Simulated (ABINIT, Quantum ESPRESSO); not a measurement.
**PBE against LDA over 8 crystals**

Computed electronic dielectric constant at each level. The value is the mean of the clamped-ion tensor's diagonal. Brackets give the space group and the cell's volume in Å³ per atom. Not every cell is the stable form of its formula. Spin polarisation and spin-orbit coupling are off unless named.

- PBE: Quantum ESPRESSO (PseudoDojo 0.4.1 SR PBE standard) for GaP, TiO2, Cl, KI; Quantum ESPRESSO (GBRV 1.5 PBE) for CdS, HfO2; ABINIT (PseudoDojo NC SR PBE v0.5 stringent) for KMgF3; ABINIT (PseudoDojo NC SR PBE v0.5 standard) for KZnF3; cutoffs 612 to 1143 eV; k meshes of 64 to 512 points
- LDA: Quantum ESPRESSO (PseudoDojo 0.4.1 SR LDA standard) for GaP, TiO2, Cl, KI; ABINIT (PseudoDojo NC SR LDA v0.4.1 standard) for KMgF3, KZnF3; Quantum ESPRESSO (GBRV 1.5 LDA) for CdS, HfO2; cutoffs 612 to 1143 eV; k meshes of 64 to 512 points

```csv
crystal,PBE,LDA
KMgF3 (Pm-3m; 12.67),2.089,?
GaP (F-43m; 20.24),10.510,11.073
"TiO2 (P4_2/mnm, 6 atoms; 10.44)",7.756,7.945
"Cl (Cmce, 4 atoms; 29.05)",3.155,3.350
CdS (F-43m; 24.81),6.189,6.770
KZnF3 (Pm-3m; 13.29),2.381,?
KI (Fm-3m; 44.09),2.875,2.948
"HfO2 (P4_2/nmc, 6 atoms; 10.91)",4.973,?
```

Question: Estimate the LDA values left open from the trend in the other rows.

Answer: The rows shown shift by +5.4 % in the median. The runs gave KMgF3 2.129; KZnF3 2.440; HfO2 5.078. Over all rows, from the values as printed: LDA lies above PBE in 8 of 8 crystals, with a median shift of +2.5 % (+1.9 % for KMgF3 to +9.4 % for CdS). Crystals with small gaps need finer meshes and spin-orbit coupling for this value. Values hold for the database cell as given, which isn't always the measured one. LDA stands for any of its common fits to the electron gas. Columns can differ in potentials and cutoffs within a row, which adds scatter of its own. Where several set-ups ran one level, the entry is one near their median; a run lay far from it for GaP.
